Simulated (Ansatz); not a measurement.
# LiCl: the cost of one run

Program: Ansatz 0.2.0. G0W0, plane waves. No spin polarisation and no zero-point or thermal motion.

## (1) The cell

The cell was relaxed beforehand with r2SCAN.

It is hexagonal, P6_3mc (No. 186); a = 3.894 Å, c = 6.226 Å in the conventional setting, 20.44 Å³ an atom. Near Li stand 4 Cl at 2.37 Å; near Cl stand 4 Li at 2.37 Å.

The structure in full:

```
Li Cl
1.0
     3.89374    0.00000    0.00000
    -1.94687    3.37208    0.00000
     0.00000    0.00000    6.22588
Li Cl
2 2
Direct
  0.66667 0.33333 0.87808
  0.33333 0.66667 0.37808
  0.66667 0.33333 0.49692
  0.33333 0.66667 0.99692
```

## (2) 132 empty bands, 80 eV

File input.yaml:

```yaml
crystal:
  lattice:
    - [3.8937404213, 0.0, 0.0]
    - [-1.9468702107, 3.3720781205, 0.0]
    - [0.0, 0.0, 6.2258773919]
  atoms:
    - { symbol: Li, position: [0.6666666667, 0.3333333333, 0.8780761529] }
    - { symbol: Li, position: [0.3333333333, 0.6666666667, 0.3780761529] }
    - { symbol: Cl, position: [0.6666666667, 0.3333333333, 0.4969248471] }
    - { symbol: Cl, position: [0.3333333333, 0.6666666667, 0.9969248471] }
kpoints:
  mp_grid: { grid: [6, 6, 2] }
hamiltonian:
  xc: r2scan
scf:
  occupations: { method: fixed }
gw:
  n_empty_bands: 132
  ecut_chi: 80
  qp_bands: [v2, c2]
  qp_kpoints: band_edges
  screening: { model: contour_deformation }
```

The run is started by

```bash
$ ansatz run input.yaml --threads 2 --pin off --max-ram 3686MiB --backend cpu --events-out ev --progress --plain --runs-dir out
```

Q: Estimate wall time and peak memory on 2 threads of Arm Neoverse V1, shared host.

About 47 s, with a peak of 0.59 GiB.
